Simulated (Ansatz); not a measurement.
BeS built on the rocksalt prototype, relaxed with r2SCAN, was run in the PAW code Ansatz under altered settings. All numbers are computed, without spin polarisation but where a row says otherwise.

```
CELL_PARAMETERS angstrom
0.00000 2.31730 2.31730
2.31730 0.00000 2.31730
2.31730 2.31730 0.00000
ATOMIC_POSITIONS crystal
Be 0.00000 0.00000 0.00000
S 0.50000 0.50000 0.50000
```

The base run's other keys:
```yaml
kpoints:
  mp_grid: { grid: [4, 4, 4] }
hamiltonian:
  xc: hse06
scf:
  occupations: { method: fixed }
  n_extra_bands: 4
```

It takes 10 iterations with 531 plane waves at 420 eV and 8 k points, and leaves a mean stress of -0.48 GPa. The gap over this mesh is 2.076 eV. It ran on 4 threads of Arm Neoverse V2, on a shared host.

Outcomes, with energy and stress as changes against the base:

| setting | outcome | ΔF (meV/atom) | Δ mean stress (GPa) | gap on the mesh (eV) | iterations | wall time |
| --- | --- | --- | --- | --- | --- | --- |
| scf.exx.singularity: none | converged | -1.6 | -0.1 | 2.079 | 10 | 1.5 s |
| PBE hybrid, exx coeff 0.4, omega 0.1 1/Å | converged | – | -1.1 | 3.167 | 12 | 1.6 s |
| scf.exx.singularity: regularized | converged | -0.7 | 0.0 | 2.079 | 10 | 1.4 s |
| PBE hybrid, exx coeff -0.2, omega 0.2078 1/Å | refused | – | – | – | – | 0.01 s |
| basis.ecutrho_ratio: 8 | converged | 0.0 | 0.0 | 2.076 | 10 | 1.6 s |
| scf.mixing.preconditioner: kerker | converged | 0.0 | 0.0 | 2.076 | 11 | 1.5 s |

A dash marks a value that wasn't obtained or can't be compared. Stress is positive in compression. The base took 1.5 s.

- scf.exx.singularity: none. The free energy moves by -1.6 meV an atom, the mean stress by -0.1 GPa and the gap on the mesh by +0.003 eV (to 2.079). The result is sensitive to this setting.
- PBE hybrid, exx coeff 0.4, omega 0.1 1/Å. That is 40 % exact exchange, screened with ω = 0.1 1/Å, against HSE06's 25 % screened at 0.208 1/Å. The mean stress moves by -1.1 GPa and the gap on the mesh by +1.091 eV (to 3.167). Totals of different functionals aren't comparable. The program warns that on this mesh the truncation of the exchange isn't bounded, so part of the change can be an error of the mesh.
- PBE hybrid, exx coeff -0.2, omega 0.2078 1/Å. The program doesn't start. Error: invalid value for `hamiltonian.xc.exx.coeff`: must be finite and in (0, 1]; got -0.2

Within 1 meV an atom, 0.1 GPa and 0.005 eV of the base stay: scf.exx.singularity: regularized; basis.ecutrho_ratio: 8; scf.mixing.preconditioner: kerker.

The stress of a hybrid is loosely converged in these runs.

The meshes of the hybrids are coarse, so their gaps aren't converged to the digits shown.
